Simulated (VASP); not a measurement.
## BeS: exact exchange and RPA correlation

How do cheaper functionals compare with the RPA for BeS, and at what cost? The scan starts from a database cell, scaled to the smallest volume of the series. The cell is of the zinc-blende type, one of the forms listed for this formula. The start is a cell from a database of measured crystal structures.

Main program and level: VASP 6.6.1; PBE; plane waves and PAW (S_GW, Be_GW), in the first sound run; inputs show where later runs differ.

The database entry behind the starting cell differs from later determinations by our own check (0.1 to 0.3 % short, probably kX units), so it need not match the best structure at ambient conditions.

### 1. The structure

It takes space group F-43m (No. 216, cubic). The conventional cell has a = 4.751 Å, b = 4.751 Å, c = 4.751 Å, α = 90.00°, β = 90.00°, γ = 90.00°. S has 4 Be at 2.06 Å nearest. Nearest to Be lie 4 S at 2.06 Å. Farther neighbours and most contacts between anions are not listed.

### 2. Orbitals, volume ratio 0.94

RPA gives no stress here, so the energy is scanned over volumes, at one cutoff and mesh. Volumes are given as ratios to a reference cell, and this first cell is that cell scaled to 0.94. Each point starts from PBE orbitals, tightly converged.

INCAR reads:

```
SYSTEM = BeS
PREC = Accurate
ENCUT = 350
EDIFF = 1E-08
NELM = 100
ISMEAR = 0
SIGMA = 0.05
LREAL = .FALSE.
ALGO = Normal
GGA = PE
NBANDS = 10
LORBIT = 11
LWAVE = .TRUE.
LCHARG = .FALSE.
KPAR = 8
```

POSCAR reads:

```
BeS
1.0
    0.0000000000      2.3754963136      2.3754963136
    2.3754963136      0.0000000000      2.3754963136
    2.3754963136      2.3754963136      0.0000000000
S Be
1 1
Direct
    0.7500000000      0.7500000000      0.7500000000
    0.0000000000      0.0000000000      0.0000000000
```

KPOINTS reads:

```
Automatic mesh
0
Gamma
4 4 4
0 0 0
```

PAW data sets: S_GW and Be_GW (PBE family, release 64).

Launch:

```bash
$ mpirun -np 8 vasp_std
```

Output:

```text
[banner, memory and clock lines left out]
running    8 mpi-ranks, on    1 nodes
 distrk:  each k-point on    1 cores,    8 groups
 distr:  one band on    1 cores,    1 groups

 POSCAR found type information on POSCAR S Be
 POSCAR found :  2 types and       2 ions
|                                                                             |
|           W    W    AA    RRRRR   N    N  II  N    N   GGGG   !!!           |
|           W    W   A  A   R    R  NN   N  II  NN   N  G    G  !!!           |
|           W    W  A    A  R    R  N N  N  II  N N  N  G       !!!           |
|           W WW W  AAAAAA  RRRRR   N  N N  II  N  N N  G  GGG   !            |
|           WW  WW  A    A  R   R   N   NN  II  N   NN  G    G                |
|           W    W  A    A  R    R  N    N  II  N    N   GGGG   !!!           |
|                                                                             |
|     For optimal performance we recommend to set                             |
|       NCORE = 2 up to number-of-cores-per-socket                            |
|     NCORE specifies how many cores store one orbital (NPAR=cpu/NCORE).      |
|     This setting can greatly improve the performance of VASP for DFT.       |
|     The default, NCORE=1 might be grossly inefficient on modern             |
|     multi-core architectures or massively parallel machines. Do your        |
|     Unfortunately you need to use the default for GW and RPA                |
|     calculations (for HF NCORE is supported but not extensively tested      |
|     yet).                                                                   |
|                                                                             |

 LDA part: xc-table for (Slater+PW92), standard interpolation
 POSCAR, INCAR and KPOINTS ok, starting setup
 FFT: planning ... GRIDC
 FFT: planning ... GRID_SOFT
 FFT: planning ... GRID
 WAVECAR not read
 entering main loop
       N       E                     dE             d eps       ncg     rms          rms(c)
DAV:   1     0.113432552039E+02    0.11343E+02   -0.35188E+03   160   0.561E+02
DAV:   2    -0.953971290829E+01   -0.20883E+02   -0.20453E+02   244   0.929E+01
DAV:   3    -0.100498447569E+02   -0.51013E+00   -0.50963E+00   204   0.159E+01
DAV:   4    -0.100554966824E+02   -0.56519E-02   -0.56512E-02   238   0.188E+00
DAV:   5    -0.100555411569E+02   -0.44474E-04   -0.44474E-04   200   0.144E-01    0.281E+00
DAV:   6    -0.988878606443E+01    0.16676E+00   -0.12480E-01   184   0.189E+00    0.161E+00
DAV:   7    -0.983344418519E+01    0.55342E-01   -0.13361E-01   188   0.205E+00    0.249E-01
DAV:   8    -0.983511146103E+01   -0.16673E-02   -0.59662E-03   226   0.473E-01    0.873E-02
DAV:   9    -0.983550344754E+01   -0.39199E-03   -0.62319E-04   196   0.173E-01    0.130E-02
DAV:  10    -0.983550989807E+01   -0.64505E-05   -0.35256E-05   222   0.377E-02    0.616E-03
DAV:  11    -0.983551395997E+01   -0.40619E-05   -0.70019E-06   178   0.177E-02    0.102E-03
DAV:  12    -0.983551379431E+01    0.16566E-06   -0.19213E-07   208   0.276E-03    0.317E-04
DAV:  13    -0.983551377202E+01    0.22292E-07   -0.15393E-08   174   0.956E-04    0.509E-05
DAV:  14    -0.983551376400E+01    0.80196E-08   -0.69136E-10   114   0.181E-04
   1 F= -.98355138E+01 E0= -.98355138E+01  d E =-.438574E-13
 writing wavefunctions
```

It took 1.2 s on 8 MPI ranks of Intel Xeon 6975P-C (Granite Rapids), shared host; peak memory 0.86 GiB.

The logs omit lines about the potential files and the build; timing stands in the text.

OUTCAR, selected parts (step 2):

```text
ion  position               nearest neighbor table
   1  0.750  0.750  0.750-   2 2.06   2 2.06   2 2.06   2 2.06
   2  0.000  0.000  0.000-   1 2.06   1 2.06   1 2.06   1 2.06

  LATTYP: Found a face centered cubic cell.
 ALAT       =     4.7509926272

 Subroutine GETGRP returns: Found 24 space group operations
 (whereof 24 operations were pure point group operations)

The static configuration has the point symmetry T_d .

 Found      8 irreducible k-points:

   k-points           NKPTS =      8   k-points in BZ     NKDIM =      8   number of bands    NBANDS=     10

   dimension x,y,z NGX =    20 NGY =   20 NGZ =   20
   dimension x,y,z NGXF=    40 NGYF=   40 NGZF=   40

   ENCUT  =  350.0 eV  25.72 Ry    5.07 a.u.   5.12  5.12  5.12*2*pi/ulx,y,z

   NELECT =       8.0000    total number of electrons

 k-points in reciprocal lattice and weights: Automatic mesh
   0.00000000  0.00000000  0.00000000       0.016
   0.25000000  0.00000000  0.00000000       0.125
   0.50000000  0.00000000  0.00000000       0.062
   0.25000000  0.25000000  0.00000000       0.094
   0.50000000  0.25000000  0.00000000       0.375
  -0.25000000  0.25000000  0.00000000       0.188
   0.50000000  0.50000000  0.00000000       0.047
  -0.25000000  0.50000000  0.25000000       0.094

 average (electrostatic) potential at core
       1 -89.2954       2 -23.5878

 E-fermi :   4.6996

 k-point     1 :       0.0000    0.0000    0.0000
  band No.  band energies     occupation
      1      -9.6820      2.00000
      2       4.4540      2.00000
      3       4.4540      2.00000
      4       4.4540      2.00000
      5      10.0522      0.00000
      6      10.0522      0.00000
      7      10.0522      0.00000
      8      10.8685      0.00000
      9      17.2058      0.00000
    ...

 k-point     2 :       0.2500    0.0000    0.0000
  band No.  band energies     occupation
      1      -8.9544      2.00000
      2       0.9278      2.00000
      3       3.7980      2.00000
      4       3.7980      2.00000
      5      10.1626      0.00000
      6      11.0080      0.00000
      7      11.0080      0.00000
      8      14.1919      0.00000
      9      16.3121      0.00000
    ...

 k-point     3 :       0.5000    0.0000    0.0000
  band No.  band energies     occupation
      1      -7.8908      2.00000
      2      -1.7624      2.00000
      3       3.3276      2.00000
      4       3.3276      2.00000
      5      10.1285      0.00000
      6      10.9524      0.00000
      7      10.9524      0.00000
      8      15.9395      0.00000
      9      19.4385      0.00000
    ...

  Total        1.5493973      1.5493973      1.5493973      0.0000000      0.0000000      0.0000000
  in kB       92.5934567     92.5934567     92.5934567      0.0000000      0.0000000      0.0000000
  external PRESSURE =      92.5934567 kB  Pullay stress =       0.0000000 kB

  energy-cutoff  :      350.00
  volume of cell :       26.81
      direct lattice vectors                 reciprocal lattice vectors
     0.000000000  2.375496314  2.375496314    -0.210482330  0.210482330  0.210482330
     2.375496314  0.000000000  2.375496314     0.210482330 -0.210482330  0.210482330
     2.375496314  2.375496314  0.000000000     0.210482330  0.210482330 -0.210482330

 POSITION                                       TOTAL-FORCE (eV/Angst)
 -----------------------------------------------------------------------------------
      3.56324      3.56324      3.56324        -0.000000     -0.000000     -0.000000
      0.00000      0.00000      0.00000         0.000000      0.000000      0.000000
 -----------------------------------------------------------------------------------
    total drift:                               -0.000000     -0.000000      0.000000

  FREE ENERGIE OF THE ION-ELECTRON SYSTEM (eV)
  ---------------------------------------------------
  free  energy   TOTEN  =        -9.8355137640 eV

  energy  without entropy=       -9.8355137640  energy(sigma->0) =       -9.83551376

 total charge
# of ion       s       p       d       tot
------------------------------------------
    1        1.281   2.531   0.037   3.850
    2        0.394   0.707   0.019   1.120
--------------------------------------------------
tot          1.675   3.239   0.056   4.970

[... 3 further parts left out ...]
```

The gap is read on the k-mesh alone, so it is an upper bound where the band edges lie off the mesh.

A gap read on the k-mesh alone can miss the band edges.

This step gave:

| Item | Value |
| --- | --- |
| free energy (TOTEN) | -9.836 eV |
| Fermi energy | 4.700 eV |
| pressure | 9.259 GPa |
| gap on the k-mesh | 2.945 eV |
| least direct gap on the k-mesh | 5.598 eV |

### 3. Exact exchange, volume ratio 0.94

This step: Hartree-Fock energy on PBE orbitals; plane waves and PAW (S_GW, Be_GW) (VASP 6.6.1).

The Hartree-Fock energy is evaluated once on these orbitals (ALGO = Eigenval, NELM = 1), without letting them relax. It uses the mesh of the correlation step, and the total energy is their sum.

INCAR reads:

```
SYSTEM = BeS
PREC = Accurate
ENCUT = 350
ISMEAR = 0
SIGMA = 0.05
LREAL = .FALSE.
GGA = PE
NBANDS = 10
ALGO = Eigenval
NELM = 1
LHFCALC = .TRUE.
AEXX = 1
ALDAC = 0
AGGAC = 0
PRECFOCK = Normal
LWAVE = .FALSE.
LCHARG = .FALSE.
```

POSCAR is that of step 2.

KPOINTS is that of step 2.

The run starts from files that an earlier step left in the folder.

Launch:

```bash
$ mpirun -np 8 vasp_std
```

Output:

```text
[banner, memory and clock lines left out]
running    8 mpi-ranks, on    1 nodes
 distrk:  each k-point on    8 cores,    1 groups
 distr:  one band on    1 cores,    8 groups

 POSCAR found type information on POSCAR S Be
 POSCAR found :  2 types and       2 ions
 [... a notice as in an earlier step ...]

 LDA part: xc-table for (Slater+PW92), standard interpolation
|                                                                             |
|           W    W    AA    RRRRR   N    N  II  N    N   GGGG   !!!           |
|           W    W   A  A   R    R  NN   N  II  NN   N  G    G  !!!           |
|           W    W  A    A  R    R  N N  N  II  N N  N  G       !!!           |
|           W WW W  AAAAAA  RRRRR   N  N N  II  N  N N  G  GGG   !            |
|           WW  WW  A    A  R   R   N   NN  II  N   NN  G    G                |
|           W    W  A    A  R    R  N    N  II  N    N   GGGG   !!!           |
|                                                                             |
|     The number of bands has been changed from the values supplied in        |
|     The orbitals not found in the WAVECAR file will be initialized with     |
|     random numbers, which is usually adequate. For correlated               |
|     calculations, however, you should redo the groundstate calculation.     |
|     I found NBANDS = 10. Now, NBANDS = 16.                                  |
|                                                                             |

 found WAVECAR, reading the header
  number of bands has changed, file:    10 present:    16
  trying to continue reading WAVECAR, but it might fail
 POSCAR, INCAR and KPOINTS ok, starting setup
 FFT: planning ... GRIDC
 FFT: planning ... GRID_SOFT
 FFT: planning ... GRID
 reading WAVECAR
 random initialization beyond band           10
 the WAVECAR file was read successfully
 initial charge from wavefunction
 entering main loop
       N       E                     dE             d eps       ncg     rms          rms(c)
EIG:   1    -0.154583614984E+02   -0.15458E+02    0.00000E+00     0   0.000E+00
   1 F= -.15458361E+02 E0= -.15458361E+02  d E =-.117803E-17
```

It took 1.8 s on 8 MPI ranks; peak memory 0.76 GiB; 9.4 s of CPU time.

OUTCAR, selected parts (step 3):

```text
The static configuration has the point symmetry T_d .

 Found      8 irreducible k-points:

   k-points           NKPTS =      8   k-points in BZ     NKDIM =     64   number of bands    NBANDS=     16

   NELECT =       8.0000    total number of electrons

  exchange ACFDT corr.  =         0.00000000  see jH, gK, PRB 81, 115126

 E-fermi :   4.7483

 k-point     1 :       0.0000    0.0000    0.0000
  band No.  band energies     occupation
      1     -18.3240      2.00000
      2       1.5694      2.00000
      3       1.5694      2.00000
      4       1.5694      2.00000
      5      15.4054      0.00000
      6      15.4054      0.00000
      7      15.4054      0.00000
      8      16.2353      0.00000
      9      23.8113      0.00000
    ...

 k-point     2 :       0.2500    0.0000    0.0000
  band No.  band energies     occupation
      1     -17.3173      2.00000
      2      -3.1379      2.00000
      3       0.7416      2.00000
      4       0.7416      2.00000
      5      15.3719      0.00000
      6      16.5828      0.00000
      7      16.5828      0.00000
      8      20.3580      0.00000
      9      22.6040      0.00000
    ...

 POSITION                                       TOTAL-FORCE (eV/Angst)
 -----------------------------------------------------------------------------------
      3.56324      3.56324      3.56324         0.000000      0.000000      0.000000
      0.00000      0.00000      0.00000        -0.000000     -0.000000     -0.000000
 -----------------------------------------------------------------------------------
    total drift:                                0.000000      0.000000      0.000000

  FREE ENERGIE OF THE ION-ELECTRON SYSTEM (eV)
  ---------------------------------------------------
  free  energy   TOTEN  =       -15.4583614984 eV

  energy  without entropy=      -15.4583614984  energy(sigma->0) =      -15.45836150

[... 7 parts as in an earlier step ...]

[... 5 further parts left out ...]
```

The k-mesh is coarse for unscreened exact exchange, which converges slowly with it.

This step gave:

* free energy (TOTEN): -15.46 eV

The Hartree-Fock energy on these orbitals is -7.7292 eV an atom.

### 4. Empty bands, volume ratio 0.94

This step: PBE; plane waves and PAW (S_GW, Be_GW) (VASP 6.6.1).

The next step needs empty bands that the ground-state run didn't converge, so the Hamiltonian is diagonalised exactly for NBANDS bands, in a single step. LOPTICS writes the k-derivatives of the orbitals (WAVEDER), which give the long-wavelength limit of the screening.

INCAR reads:

```
SYSTEM = BeS
PREC = Accurate
ENCUT = 350
ISMEAR = 0
SIGMA = 0.05
LREAL = .FALSE.
GGA = PE
NBANDS = 408
ALGO = Exact
NELM = 1
LWAVE = .TRUE.
LCHARG = .FALSE.
LOPTICS = .TRUE.
NEDOS = 1000
CSHIFT = 0.1
```

POSCAR is that of step 3.

KPOINTS is that of step 3.

Launch:

```bash
$ mpirun -np 8 vasp_std
```

Output:

```text
[banner, memory and clock lines left out]
running    8 mpi-ranks, on    1 nodes
 distrk:  each k-point on    8 cores,    1 groups
 distr:  one band on    1 cores,    8 groups

 POSCAR found type information on POSCAR S Be
 POSCAR found :  2 types and       2 ions
 [... a notice as in an earlier step ...]

 LDA part: xc-table for (Slater+PW92), standard interpolation
 found WAVECAR, reading the header
  number of bands has changed, file:    10 present:   408
  trying to continue reading WAVECAR, but it might fail
 POSCAR, INCAR and KPOINTS ok, starting setup
 FFT: planning ... GRIDC
 FFT: planning ... GRID_SOFT
 FFT: planning ... GRID
 reading WAVECAR
 random initialization beyond band           10
 the WAVECAR file was read successfully
 initial charge from wavefunction
 entering main loop
       N       E                     dE             d eps       ncg     rms          rms(c)
DIA:   1    -0.983551376771E+01   -0.98355E+01    0.00000E+00     0   0.000E+00
   1 F= -.98355138E+01 E0= -.98355138E+01  d E =-.407906E-54
 writing wavefunctions
 optical routines
 imaginary and real dielectric function
 recalculating local potential from charge density
 direction            1
 direction            2
 direction            3
```

Run time: 1.4 s. Hardware: 8 MPI ranks; peak memory 0.86 GiB; 6.5 s of CPU time.

Parts of OUTCAR (step 4):

```text
The static configuration has the point symmetry T_d .

 Found      8 irreducible k-points:

   k-points           NKPTS =      8   k-points in BZ     NKDIM =      8   number of bands    NBANDS=    408

   NELECT =       8.0000    total number of electrons

 E-fermi :   4.9985

  Total        1.5494037      1.5494037      1.5494037      0.0000000     -0.0000000     -0.0000000
  in kB       92.5938381     92.5938381     92.5938381      0.0000000     -0.0000000     -0.0000000
  external PRESSURE =      92.5938381 kB  Pullay stress =       0.0000000 kB

  FREE ENERGIE OF THE ION-ELECTRON SYSTEM (eV)
  ---------------------------------------------------
  free  energy   TOTEN  =        -9.8355137677 eV

  energy  without entropy=       -9.8355137677  energy(sigma->0) =       -9.83551377

 plasma frequency squared (from intraband transitions) (eV^2)
  --------------------------------------------------------------------------------------
       0.000       0.000      -0.000
      -0.000       0.000       0.000
       0.000       0.000       0.000

[... 15 parts as in an earlier step ...]
```

WAVECAR now holds 408 bands for 8 electrons. Its independent-particle dielectric tensor has xx, yy, zz = 6.9, 6.9, 6.9 on this mesh, which isn't tested for convergence in mesh or bands and lacks local fields.

(Part 1 of 6 ends here.)

[Lines on the potential files, build, host, timing and source positions are cut from VASP's logs without a mark.]

[Logs are printed without paths, hosts, clocks, repeated set-up lines and the standing remarks that a program may print on its own settings, such as how far it seeks lower states.]

[Hosts, paths, dates, database ids (printed as entryN), source tags and the programs' standing remarks are cut or masked in the printed files.]

[Pressures printed for these runs are not shown converged in the cutoff: they can be off by several GPa and have the wrong sign.]
